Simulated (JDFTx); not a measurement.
# WS2 in JDFTx: reference runs

Reference runs on WS2: the cell as given and a disturbed copy.

Everything below comes from runs of JDFTx 1.7.0 (patched build). Logs are shortened: lines on timing, memory, paths and dates and some standing lists are left out, and cuts for length are marked. The log counts tension as positive stress, the text compression.

**1. The structure**

The cell holds a slab with vacuum, 3 atoms: a = 3.184 Å, b = 3.184 Å, c = 16.951 Å, α = 90.00°, β = 90.00°, γ = 120.00°.

**2. Single point, PBEsol**

WS2.in

```
lattice \
    6.0159740246    -3.0079870123     0.0000000000 \
    0.0000000000     5.2099863337     0.0000000000 \
    0.0000000000     0.0000000000    32.0319498662
coords-type Lattice
ion W      0.0000000000     0.0000000000     0.0000000000 1
ion S      0.3333333333     0.6666666667     0.0920005100 1
ion S      0.3333333333     0.6666666667     0.9079994900 1

ion-species pseudo/W.upf
ion-species pseudo/S.upf
elec-cutoff 37 296
elec-ex-corr gga-PBEsol
kpoint-folding 10 10 2
elec-smearing Fermi 0.0018374661
elec-n-bands 19
electronic-SCF nIterations 100 energyDiffThreshold 1e-09
electronic-minimize nIterations 30 energyDiffThreshold 1e-7
converge-empty-states yes
forces-output-coords Cartesian

dump-name run.$VAR
dump End Ecomponents EigStats BandEigs Kpoints Forces Stress ElecDensity Dtot KEdensity
```

Potentials or basis: PseudoDojo-SR-PBEsol-0.4.1-standard with smoothed tails.

Run with:

```
$ jdftx -c 1 -i WS2.in -o WS2.out
```

Log:

```text
*************** JDFTx 1.7.0 (patched build) ***************

Input parsed successfully to the following command list (including defaults):
[... the input with its defaults ...]

---------- Setting up symmetries ----------

Found 24 point-group symmetries of the bravais lattice
Found 12 space-group symmetries with basis
Applied RMS atom displacement 1.63734e-10 bohrs to make symmetries exact.

---------- Initializing the Grid ----------
R =
[      6.01597     -3.00799            0  ]
[            0      5.20999            0  ]
[            0            0      32.0319  ]
unit cell volume = 1003.98
G =
[    1.04442   0.602994         -0  ]
[          0    1.20599          0  ]
[          0         -0   0.196154  ]
Minimum fftbox size, Smin = [  48  48  252  ]
Chosen fftbox size, S = [  48  48  252  ]

---------- Initializing tighter grid for wavefunction operations ----------
R =
[      6.01597     -3.00799            0  ]
[            0      5.20999            0  ]
[            0            0      32.0319  ]
unit cell volume = 1003.98
G =
[    1.04442   0.602994         -0  ]
[          0    1.20599          0  ]
[          0         -0   0.196154  ]
Minimum fftbox size, Smin = [  36  36  176  ]
Chosen fftbox size, S = [  36  36  180  ]

---------- Exchange Correlation functional ----------
Initalized PBEsol GGA exchange.
Initalized PBEsol GGA correlation.

---------- Setting up pseudopotentials ----------
Width of ionic core gaussian charges (only for fluid interactions / plotting) set to 0

Reading pseudopotential file 'pseudo/W.upf':
  'W' pseudopotential, 'PBESOL' functional
  Generated using ONCVPSP code by D. R. Hamann
  14 valence electrons, 4 orbitals, 8 projectors, 1001 radial grid points, with lMax = 3
    5S    l: 0   occupation:  2.0   eigenvalue: -2.907164
    5P    l: 1   occupation:  6.0   eigenvalue: -1.588366
    5D    l: 2   occupation:  4.0   eigenvalue: -0.165815
    6S    l: 0   occupation:  2.0   eigenvalue: -0.211168
  Core radius for overlap checks: 2.00 bohrs.

Reading pseudopotential file 'pseudo/S.upf':
  'S' pseudopotential, 'PBESOL' functional
  Generated using ONCVPSP code by D. R. Hamann
  6 valence electrons, 2 orbitals, 6 projectors, 1001 radial grid points, with lMax = 2
    3S    l: 0   occupation:  2.0   eigenvalue: -0.631879
    3P    l: 1   occupation:  4.0   eigenvalue: -0.256451
  Core radius for overlap checks: 1.58 bohrs.

[... 21 lines left out ...]
Note: number of bands (19) exceeds available atomic orbitals (18)
W pseudo-atom occupations:   s ( 2 2 )  p ( 6 )  d ( 4 )
S pseudo-atom occupations:   s ( 2 )  p ( 4 )
	FillingsUpdate:  mu: -0.102409930  nElectrons: 26.000000
LCAOMinimize: Iter:   0  F: -89.4560997473991648  |grad|_K:  6.731e-03  alpha:  1.000e+00
	FillingsUpdate:  mu: -0.077329376  nElectrons: 26.000000
LCAOMinimize: Iter:   1  F: -89.4905076998308004  |grad|_K:  3.830e-03  alpha:  9.372e-02  linmin: -4.226e-01  cgtest:  9.637e-01
LCAOMinimize: Encountered beta<0, resetting CG.
[... 12 lines of inner loops ...]
LCAOMinimize: 	Predicted alpha/alphaT>3.000000, increasing alphaT to 6.090173e-01.
	FillingsUpdate:  mu: -0.002971518  nElectrons: 26.000000
LCAOMinimize: Iter:   7  F: -89.5067309486192642  |grad|_K:  2.770e-07  alpha:  7.971e-01  linmin: -4.970e-05  cgtest: -5.224e-03
LCAOMinimize: Converged (|Delta F|<1.000000e-06 for 2 iters).

-------- Electronic minimization -----------
Will mix electronic density at each iteration.
	FillingsUpdate:  mu: -0.002971518  nElectrons: 26.000000
	FillingsUpdate:  mu: -0.016569841  nElectrons: 26.000000
SCF: Cycle:  0   F: -89.579555779743472   dF: -7.282e-02   |Residual|: 1.788e-01   |deigs|: 8.573e-02
	FillingsUpdate:  mu: -0.010225654  nElectrons: 26.000000
SCF: Cycle:  1   F: -89.665972526644822   dF: -8.642e-02   |Residual|: 8.872e-02   |deigs|: 9.184e-03
	FillingsUpdate:  mu: -0.004763332  nElectrons: 26.000000
SCF: Cycle:  2   F: -89.695786399453581   dF: -2.981e-02   |Residual|: 2.850e-02   |deigs|: 1.063e-02
	FillingsUpdate:  mu: -0.000000000  nElectrons: 26.000000
SCF: Cycle:  3   F: -89.697540981518614   dF: -1.755e-03   |Residual|: 1.837e-02   |deigs|: 4.897e-03
	FillingsUpdate:  mu: +0.009628802  nElectrons: 26.000000
SCF: Cycle:  4   F: -89.697653778383469   dF: -1.128e-04   |Residual|: 1.307e-02   |deigs|: 9.402e-03
	FillingsUpdate:  mu: +0.011767483  nElectrons: 26.000000
SCF: Cycle:  5   F: -89.698513698042703   dF: -8.599e-04   |Residual|: 7.478e-03   |deigs|: 2.218e-03
	FillingsUpdate:  mu: +0.021538368  nElectrons: 26.000000
SCF: Cycle:  6   F: -89.699048267442024   dF: -5.346e-04   |Residual|: 5.836e-03   |deigs|: 9.673e-03
	FillingsUpdate:  mu: +0.024300297  nElectrons: 26.000000
SCF: Cycle:  7   F: -89.699085736568279   dF: -3.747e-05   |Residual|: 3.675e-03   |deigs|: 2.740e-03
[... 11 lines left out ...]
SCF: Cycle: 13   F: -89.699168304771135   dF: -2.896e-07   |Residual|: 4.440e-04   |deigs|: 8.122e-04
	FillingsUpdate:  mu: +0.043875661  nElectrons: 26.000000
SCF: Cycle: 14   F: -89.699168571225115   dF: -2.665e-07   |Residual|: 2.717e-04   |deigs|: 3.352e-04
	FillingsUpdate:  mu: +0.043788579  nElectrons: 26.000000
SCF: Cycle: 15   F: -89.699168706349909   dF: -1.351e-07   |Residual|: 9.584e-05   |deigs|: 1.128e-04
	FillingsUpdate:  mu: +0.043804690  nElectrons: 26.000000
SCF: Cycle: 16   F: -89.699168733675549   dF: -2.733e-08   |Residual|: 2.458e-05   |deigs|: 1.006e-04
	FillingsUpdate:  mu: +0.043790893  nElectrons: 26.000000
SCF: Cycle: 17   F: -89.699168737881209   dF: -4.206e-09   |Residual|: 1.013e-05   |deigs|: 2.336e-05
	FillingsUpdate:  mu: +0.043794143  nElectrons: 26.000000
SCF: Cycle: 18   F: -89.699168739090581   dF: -1.209e-09   |Residual|: 5.901e-06   |deigs|: 8.140e-06
	FillingsUpdate:  mu: +0.043797454  nElectrons: 26.000000
SCF: Cycle: 19   F: -89.699168739971014   dF: -8.804e-10   |Residual|: 3.272e-06   |deigs|: 2.825e-05
	FillingsUpdate:  mu: +0.043797436  nElectrons: 26.000000
SCF: Cycle: 20   F: -89.699168740237383   dF: -2.664e-10   |Residual|: 1.358e-06   |deigs|: 1.600e-05
SCF: Converged (|Delta E|<1.000000e-09 for 2 iters).

Setting wave functions to eigenvectors of Hamiltonian
Converging empty states (this may take a while):
EmptyStates: None of the convergence criteria satisfied.
|deigs|: 8.826e-04

# Stress tensor in Cartesian coordinates [Eh/a0^3]:
[  4.79783e-05            0            0  ]
[            0  4.79783e-05            0  ]
[            0            0  1.45698e-05  ]

# Ionic positions in lattice coordinates:
ion W  -0.000000000022222   0.000000000022222   0.000000000000000 1
ion S   0.333333333311111   0.666666666688889   0.092000510000000 1
ion S   0.333333333311111   0.666666666688889   0.907999490000000 1

# Forces in Cartesian coordinates:
force W   0.000000000000000   0.000000000000000   0.000000000000000 1
force S  -0.000000000000000   0.000000000000000  -0.002400442812449 1
force S  -0.000000000000000   0.000000000000000   0.002400442812453 1

# Energy components:
   Eewald =      140.8560693124524619
       EH =      216.3246354647560850
     Eloc =     -476.0895842206862767
      Enl =       15.6788451201254340
      Exc =      -22.7884989821778206
 Exc_core =        8.2644464330402840
       KE =       28.0549181322670265
-------------------------------------
     Etot =      -89.6991687402227740
       TS =        0.0000000000146157
-------------------------------------
        F =      -89.6991687402373827

IonicMinimize: Iter:   0  F: -89.699168740237383  |grad|_K:  1.132e-03
IonicMinimize: None of the convergence criteria satisfied after 0 iterations.

#--- Lowdin population analysis ---
# oxidation-state W +0.435
# oxidation-state S -0.099 -0.099

Dumping 'run.eigStats' ...
	eMin: -2.710476 at state 0 ( [ +0.000000 +0.000000 +0.000000 ] spin 0 )
	HOMO: +0.008416 at state 1 ( [ +0.000000 +0.000000 +0.500000 ] spin 0 )
	mu  : +0.043796
	LUMO: +0.081286 at state 26 ( [ +0.300000 +0.300000 +0.000000 ] spin 0 )
	eMax: +0.311857 at state 24 ( [ +0.200000 +0.400000 +0.000000 ] spin 0 )
	HOMO-LUMO gap: +0.072870
	Optical gap  : +0.078885 at state 27 ( [ +0.300000 +0.300000 +0.500000 ] spin 0 )
WARNING: the last solve of the electrons (or of bands or displaced states from it) ended unconverged.
Done!
[note: mu as printed may lie anywhere between the filled and the empty levels]
```

Run time: 6.5 min. Hardware: 1 thread of Intel Xeon Platinum 8488C (Sapphire Rapids), shared host; peak memory 0.52 GiB.

Results:

```yaml
Free_energy: -2440.8387 eV
Largest_force: 0.123 eV/Å
Band_gap_on_the_k_mesh: 1.98 eV, indirect (least direct gap 2.15 eV)
```

Forces in eV/Å, atoms in the order of the input:
```
W    0.000  0.000  0.000
S    0.000  0.000 -0.123
S    0.000  0.000  0.123
```

Caveat: the empty levels aren't tightly converged; spin-orbit coupling is left out, which moves the levels of the heavy elements.

**3. Single point, PBEsol (atoms moved at random, drawn with an rms of 0.05 Å)**

WS2.in, as its differences from that of step 2:

```diff
@@ -5,5 +5,5 @@
 coords-type Lattice
-ion W      0.0000000000     0.0000000000     0.0000000000 1
-ion S      0.3333333333     0.6666666667     0.0920005100 1
-ion S      0.3333333333     0.6666666667     0.9079994900 1
+ion W     -0.0022520000     0.0009590000    -0.0023540000 1
+ion S      0.3398470000     0.6594670000     0.0928740000 1
+ion S      0.3315340000     0.6584820000     0.9087850000 1
 
@@ -22,2 +22,2 @@
 dump-name run.$VAR
-dump End Ecomponents EigStats BandEigs Kpoints Forces Stress ElecDensity Dtot KEdensity
+dump End Ecomponents EigStats BandEigs Kpoints Forces Stress
```

Potentials or basis: PseudoDojo-SR-PBEsol-0.4.1-standard with smoothed tails.

Run with:

```
$ jdftx -c 1 -i WS2.in -o WS2.out
```

Run time: 27 min. Hardware: 1 thread of Intel Xeon Platinum 8488C (Sapphire Rapids), shared host; peak memory 1.6 GiB.

It converged, with:

- Free energy: -2440.7766 eV
- Largest force: 1.878 eV/Å
- Band gap on the k mesh: 1.91 eV, indirect (least direct gap 2.12 eV)

Forces in eV/Å, atoms in the order of the input:
```
W    0.567 -0.508  1.717
S   -0.368  0.204 -0.929
S   -0.199  0.304 -0.788
```

Stress tensor (GPa, compression positive):
```
-1.47  0.18 -0.32
 0.18 -1.10 -0.14
-0.32 -0.14 -0.35
```

Levels at points of the mesh, in eV from the valence-band top:
| k point | band 9 | band 10 | band 11 | band 12 | band 13 | band 14 | band 15 | band 16 | band 17 | band 18 |
| --- | --- | --- | --- | --- | --- | --- | --- | --- | --- | --- |
| (0.00, 0.00, 0.00) | -2.95 | -2.13 | -1.81 | -1.47 | 0.00 | 2.57 | 2.82 | 3.18 | 3.21 | 4.95 |
| (0.00, 0.00, 0.50) | -2.95 | -2.13 | -1.81 | -1.47 | 0.00 | 2.57 | 2.82 | 3.18 | 3.21 | 4.98 |
| (0.00, 0.50, 0.00) | -4.43 | -3.45 | -2.16 | -1.32 | -0.96 | 2.76 | 3.24 | 4.00 | 4.73 | 5.05 |
| (0.00, 0.50, 0.50) | -4.43 | -3.45 | -2.16 | -1.32 | -0.96 | 2.76 | 3.24 | 4.00 | 4.73 | 5.05 |
| (0.50, 0.00, 0.00) | -4.45 | -3.48 | -2.15 | -1.33 | -0.91 | 2.77 | 3.24 | 3.96 | 4.76 | 5.03 |
| (0.50, 0.00, 0.50) | -4.45 | -3.48 | -2.15 | -1.33 | -0.91 | 2.77 | 3.24 | 3.96 | 4.76 | 5.03 |
| (0.50, 0.50, 0.00) | -4.51 | -3.57 | -2.05 | -1.32 | -0.88 | 2.82 | 3.23 | 3.85 | 4.76 | 5.00 |
| (0.50, 0.50, 0.50) | -4.51 | -3.57 | -2.05 | -1.32 | -0.88 | 2.82 | 3.23 | 3.85 | 4.76 | 5.00 |

Caveat: the empty levels aren't tightly converged; spin-orbit coupling is left out, which moves the levels of the heavy elements.
